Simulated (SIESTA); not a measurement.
**Ge under changes of volume**

One of the cells (22.833 Å³/atom); the others are scaled copies at fixed shape and fractional positions:

```
Ge
1.0
     3.99759    0.00000    0.00000
    -1.99879    3.46201    0.00000
     0.00000    0.00000    6.59938
Ge
4
Direct
  0.33333 0.66667 0.93710
  0.66667 0.33333 0.43710
  0.33333 0.66667 0.56290
  0.66667 0.33333 0.06290
```

This isn't the form of Ge at room conditions, which is diamond.

| Property | Result |
| --- | --- |
| Program | SIESTA 5.4.2 |
| Functional | LDA |
| Potentials or basis | PseudoDojo 0.4 standard (LDA files) |
| Basis | DZP (energy shift 0.003 Ry; two zetas on semicore shells) |
| Grid cutoff | 800 Ry |
| Energy shift | 0.003 Ry |
| k mesh | 8 × 8 × 4 |
| Occupations | fermi-dirac, width 0.05 eV |
| Spin | no spin polarisation |

| volume (Å³/atom) | energy over the lowest point (meV/atom) | pressure (GPa) | largest force (eV/Å) |
| --- | --- | --- | --- |
| 21.463 | ? | ? | ? |
| 21.920 | 3.50 | 2.0 | 0.021 |
| 22.377 | 0.00 | 0.5 | 0.023 |
| 22.833 | 0.57 | -0.9 | 0.022 |
| 23.290 | 4.86 | -2.1 | 0.017 |
| 23.747 | 12.52 | -3.3 | 0.012 |
| 24.203 | 23.20 | -4.2 | 0.006 |

Problem. What does the run at 21.463 Å³/atom give?

Solution. Energy over the lowest point 11.67 meV/atom; pressure 3.8 GPa; largest force 0.024 eV/Å.

Worked out: A Birch-Murnaghan fit of order 3 (a polynomial in V^(-2/3)) to the other rows has its minimum at 22.54 Å³/atom with B0 = V·E''(V) = 68 GPa and B' = 3.8 at fixed shape and positions, which overstates the stiffness. It gives 11.52 meV/atom at 21.463 Å³/atom, against the run's 11.67, and -dE/dV = 3.7 GPa, against 3.8.

Energies are extrapolated to zero smearing.

Caveats: the basis of atomic orbitals isn't converged, which shifts pressures, moduli and gaps.
